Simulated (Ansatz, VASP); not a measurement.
# ZnSe (Stilleite): VASP beside Ansatz

Aim: how closely do two programs agree when they are given the same cell, functional and k mesh? The cell is taken from a series of VASP runs on this material, whose earlier steps may have relaxed, scaled or displaced it; both programs get it as it stands.

Main program and level: Ansatz 0.2.0; plane waves, with VASP 6.6.1 beside it; band structure at HSE06, spin-orbit coupling.

## (1) Starting point

Symmetry: F-43m, No. 216, cubic system. The conventional cell has a = 5.668 Å, b = 5.668 Å, c = 5.668 Å, α = 90.00°, β = 90.00°, γ = 90.00°. Nearest to Se lie 4 Zn at 2.45 Å. Nearest to Zn lie 4 Se at 2.45 Å. Farther neighbours and most contacts between anions are not listed.

Structure file:

```cif
data_structure
_symmetry_space_group_name_H-M 'F-43m'
_symmetry_Int_Tables_number 216
_cell_length_a 5.6676
_cell_length_b 5.6676
_cell_length_c 5.6676
_cell_angle_alpha 90.000
_cell_angle_beta 90.000
_cell_angle_gamma 90.000
_cell_volume 182.05
loop_
_atom_site_label
_atom_site_type_symbol
_atom_site_symmetry_multiplicity
_atom_site_Wyckoff_symbol
_atom_site_fract_x
_atom_site_fract_y
_atom_site_fract_z
_atom_site_occupancy
Se1 Se 4 c 0.25000 0.25000 0.25000 1
Zn1 Zn 4 a 0.00000 0.00000 0.00000 1
```

## (2) VASP: band structure, HSE06, spin-orbit coupling

The same path points are solved in both programs, so levels can be compared one by one.

Lines of VASP's logs that name or quote its potential files are left out, and so is its time.

The run reads the wave functions of an earlier VASP run, which isn't shown here.

INCAR

```
SYSTEM = ZnSe
PREC = Accurate
ENCUT = 350
EDIFF = 1E-06
NELM = 100
ISMEAR = 0
SIGMA = 0.03
LREAL = .FALSE.
ALGO = Normal
LHFCALC = .TRUE.
AEXX = 0.25
GGA = PE
HFSCREEN = 0.2
LASPH = .TRUE.
LNONCOLLINEAR = .TRUE.
MAGMOM = 0 0 0 0 0 0
NBANDS = 30
GGA_COMPAT = .FALSE.
LSORBIT = .TRUE.
PRECFOCK = Fast
LORBIT = 11
LWAVE = .FALSE.
LCHARG = .FALSE.
KPAR = 4
```

POSCAR

```
ZnSe
1.0
    0.0000000000      2.8338000000      2.8338000000
    2.8338000000      0.0000000000      2.8338000000
    2.8338000000      2.8338000000      0.0000000000
Se Zn
1 1
Direct
    0.7500000000      0.7500000000      0.7500000000
    0.0000000000      0.0000000000      0.0000000000
```

KPOINTS

```
Automatic mesh
0
Gamma
5 5 5
0 0 0
```

KPOINTS_OPT

```
Line mode
10
Line-mode
Reciprocal
  0.00000000   0.00000000   0.00000000 GAMMA
  0.50000000   0.00000000   0.50000000 X

  0.50000000   0.00000000   0.50000000 X
  0.50000000   0.25000000   0.75000000 W

  0.50000000   0.25000000   0.75000000 W
  0.37500000   0.37500000   0.75000000 K

  0.37500000   0.37500000   0.75000000 K
  0.00000000   0.00000000   0.00000000 GAMMA

  0.00000000   0.00000000   0.00000000 GAMMA
  0.50000000   0.50000000   0.50000000 L

  0.50000000   0.50000000   0.50000000 L
  0.62500000   0.25000000   0.62500000 U

  0.62500000   0.25000000   0.62500000 U
  0.50000000   0.25000000   0.75000000 W

  0.50000000   0.25000000   0.75000000 W
  0.50000000   0.50000000   0.50000000 L

  0.50000000   0.50000000   0.50000000 L
  0.37500000   0.37500000   0.75000000 K

  0.62500000   0.25000000   0.62500000 U
  0.50000000   0.00000000   0.50000000 X
```

Potentials, in the order of the species: Se and Zn (PBE family, release 64).

On the command line:

```bash
$ mpirun -np 4 vasp_ncl
```

Numbers of over 12 decimals in the logs are rounded to 6 here.

Output:

```text
[banner, memory and clock lines left out]
running    4 mpi-ranks, on    1 nodes
 distrk:  each k-point on    1 cores,    4 groups
 distr:  one band on    1 cores,    1 groups

 POSCAR found type information on POSCAR SeZn
 POSCAR found :  2 types and       2 ions
 LDA part: xc-table for (Slater+PW92), standard interpolation
 found WAVECAR, reading the header
 POSCAR, INCAR and KPOINTS ok, starting setup
 FFT: planning ... GRIDC
 FFT: planning ... GRID_SOFT
 FFT: planning ... GRID
 reading WAVECAR
 the WAVECAR file was read successfully
 initial charge from wavefunction
 entering main loop
       N       E                     dE             d eps       ncg     rms          rms(c)
DAV:   1    -0.749449072136E+01   -0.74945E+01   -0.12538E+00  1058   0.298E+01    0.281E+00
DAV:   2    -0.745213701258E+01    0.42354E-01   -0.31215E-01  1010   0.107E+01    0.138E+00
DAV:   3    -0.745074943372E+01    0.13876E-02   -0.33106E-02  1084   0.286E+00    0.841E-01
DAV:   4    -0.745000285098E+01    0.74658E-03   -0.34238E-03   930   0.763E-01    0.501E-01
DAV:   5    -0.744978206227E+01    0.22079E-03   -0.51256E-04   986   0.200E-01    0.290E-01
DAV:   6    -0.744972432069E+01    0.57742E-04   -0.10264E-04   948   0.104E-01    0.162E-01
DAV:   7    -0.744969924741E+01    0.25073E-04   -0.97874E-06   936   0.250E-02    0.873E-02
DAV:   8    -0.744969113140E+01    0.81160E-05   -0.47146E-06   930   0.160E-02    0.455E-02
DAV:   9    -0.744968903733E+01    0.20941E-05   -0.16792E-06   924   0.974E-03    0.234E-02
DAV:  10    -0.744968857182E+01    0.46551E-06   -0.53707E-07   712   0.584E-03
   1 F= -.74496886E+01 E0= -.74496886E+01  d E =-.769887E-26  mag=     0.0000    -0.0000     0.0000
 Start KPOINTS_OPT (optional k-point list driver)
k-point batch [1-14\100]
       N       E                     dE             ncg
DAV:   1     0.441982735972E+03   -0.38569E+04      840
DAV:   2    -0.126323073673E+04   -0.17052E+04      848
DAV:   3    -0.143370463660E+04   -0.17047E+03     1002
DAV:   4    -0.143808409192E+04   -0.43795E+01     1002
DAV:   5    -0.143812309477E+04   -0.39003E-01     1032
DAV:   6    -0.143812338338E+04   -0.28861E-03     1004
DAV:   7    -0.143812338617E+04   -0.27883E-05      932
DAV:   8    -0.143812338624E+04   -0.71129E-07      762
[...]
k-point batch [99-100\100]
       N       E                     dE             ncg
DAV:   1     0.629988221819E+04   -0.10564E+04      120
DAV:   2     0.604857908773E+04   -0.25130E+03      120
DAV:   3     0.602444761664E+04   -0.24131E+02      154
DAV:   4     0.602388828842E+04   -0.55933E+00      154
DAV:   5     0.602388382653E+04   -0.44619E-02      160
DAV:   6     0.602388379159E+04   -0.34939E-04      152
DAV:   7     0.602388379131E+04   -0.28326E-06      136
```

Parts of OUTCAR (step 2):

```text
ion  position               nearest neighbor table
   1  0.750  0.750  0.750-   2 2.45   2 2.45   2 2.45   2 2.45
   2  0.000  0.000  0.000-   1 2.45   1 2.45   1 2.45   1 2.45

  LATTYP: Found a face centered cubic cell.
 ALAT       =     5.6676000000

 Subroutine GETGRP returns: Found 24 space group operations
 (whereof 24 operations were pure point group operations)

The static configuration has the point symmetry T_d .

 Found     14 irreducible k-points:

   k-points           NKPTS =     14   k-points in BZ     NKDIM =    125   number of bands    NBANDS=     30

   dimension x,y,z NGX =    24 NGY =   24 NGZ =   24
   dimension x,y,z NGXF=    48 NGYF=   48 NGZF=   48

   ENCUT  =  350.0 eV  25.72 Ry    5.07 a.u.   6.11  6.11  6.11*2*pi/ulx,y,z

   NELECT =      18.0000    total number of electrons

 k-points in reciprocal lattice and weights: Automatic mesh
   0.00000000  0.00000000  0.00000000       0.008
   0.20000000  0.00000000  0.00000000       0.032
  -0.20000000  0.00000000  0.00000000       0.032
   0.40000000  0.00000000  0.00000000       0.032
  -0.40000000  0.00000000  0.00000000       0.032
   0.20000000  0.20000000  0.00000000       0.048
   0.40000000  0.20000000  0.00000000       0.096
  -0.40000000 -0.20000000  0.00000000       0.096
  -0.40000000  0.20000000  0.00000000       0.096
[...]
-0.40000000  0.40000000  0.00000000       0.096
  -0.40000000  0.40000000  0.20000000       0.192

  exchange ACFDT corr.  =         0.00000000  see jH, gK, PRB 81, 115126

 average (electrostatic) potential at core
       1 -52.2283       2 -29.5495

 E-fermi :   1.3111

 k-point     1 :       0.0000    0.0000    0.0000
  band No.  band energies     occupation
    ...
     14       0.6716      1.00000
     15       1.0950      1.00000
     16       1.0950      1.00000
     17       1.0950      1.00000
     18       1.0950      1.00000
     19       3.3800      0.00000
     20       3.3800      0.00000
     21       7.8221      0.00000
     22       7.8221      0.00000
     23       7.9627      0.00000
    ...

 k-point     2 :       0.2000    0.0000    0.0000
  band No.  band energies     occupation
    ...
     14      -1.5241      1.00000
     15       0.4679      1.00000
     16       0.4679      1.00000
     17       0.7263      1.00000
     18       0.7370      1.00000
     19       4.7719      0.00000
     20       4.7719      0.00000
     21       8.1996      0.00000
     22       8.1997      0.00000
     23       8.4110      0.00000
    ...

 k-point     3 :      -0.2000    0.0000    0.0000
  band No.  band energies     occupation
    ...
     14      -1.5241      1.00000
     15       0.4679      1.00000
     16       0.4679      1.00000
     17       0.7263      1.00000
     18       0.7370      1.00000
     19       4.7719      0.00000
     20       4.7719      0.00000
     21       8.1996      0.00000
     22       8.1997      0.00000
     23       8.4110      0.00000
    ...

  energy-cutoff  :      350.00
  volume of cell :       45.51
      direct lattice vectors                 reciprocal lattice vectors
     0.000000000  2.833800000  2.833800000    -0.176441527  0.176441527  0.176441527
     2.833800000  0.000000000  2.833800000     0.176441527 -0.176441527  0.176441527
     2.833800000  2.833800000  0.000000000     0.176441527  0.176441527 -0.176441527

 POSITION                                       TOTAL-FORCE (eV/Angst)
 -----------------------------------------------------------------------------------
      4.25070      4.25070      4.25070         0.000000      0.000000      0.000000
      0.00000      0.00000      0.00000        -0.000000     -0.000000     -0.000000
 -----------------------------------------------------------------------------------
    total drift:                                0.000011     -0.000005      0.000001

  FREE ENERGIE OF THE ION-ELECTRON SYSTEM (eV)
  ---------------------------------------------------
  free  energy   TOTEN  =        -7.4496885718 eV

  energy  without entropy=       -7.4496885718  energy(sigma->0) =       -7.44968857

 Spin-Orbit-Coupling matrix elements
 Ion:    1  E_soc:     -0.0346048
 Ion:    2  E_soc:     -0.0077348

 total charge
# of ion       s       p       d       tot
------------------------------------------
    1        1.442   2.498   0.027   3.967
    2        0.495   0.441   9.818  10.754
--------------------------------------------------
tot          1.937   2.939   9.845  14.721

 magnetization (x)
# of ion       s       p       d       tot
------------------------------------------
    1        0.000  -0.000   0.000   0.000
    2       -0.000   0.000   0.000  -0.000
--------------------------------------------------
tot         -0.000   0.000   0.000  -0.000

 magnetization (y)
# of ion       s       p       d       tot
------------------------------------------
    1        0.000   0.000  -0.000  -0.000
    2        0.000   0.000  -0.000   0.000
--------------------------------------------------
tot          0.000   0.000  -0.000   0.000

 magnetization (z)
# of ion       s       p       d       tot
------------------------------------------
    1        0.000   0.000  -0.000   0.000
    2       -0.000   0.000  -0.000  -0.000
--------------------------------------------------
tot         -0.000   0.000  -0.000  -0.000

[... 3 further parts left out ...]
```

The k-mesh is coarse for exact exchange; levels may shift by about 0.1 eV on a finer one.

[end of part 1 of 2]

[Lines on the potential files, build, host, timing and source positions are cut from VASP's logs without a mark.]

[Logs are printed without paths, hosts, clocks, repeated set-up lines and the standing remarks that a program may print on its own settings, such as how far it seeks lower states.]

[Hosts, paths, dates, database ids (printed as entryN), source tags and the programs' standing remarks are cut or masked in the printed files.]
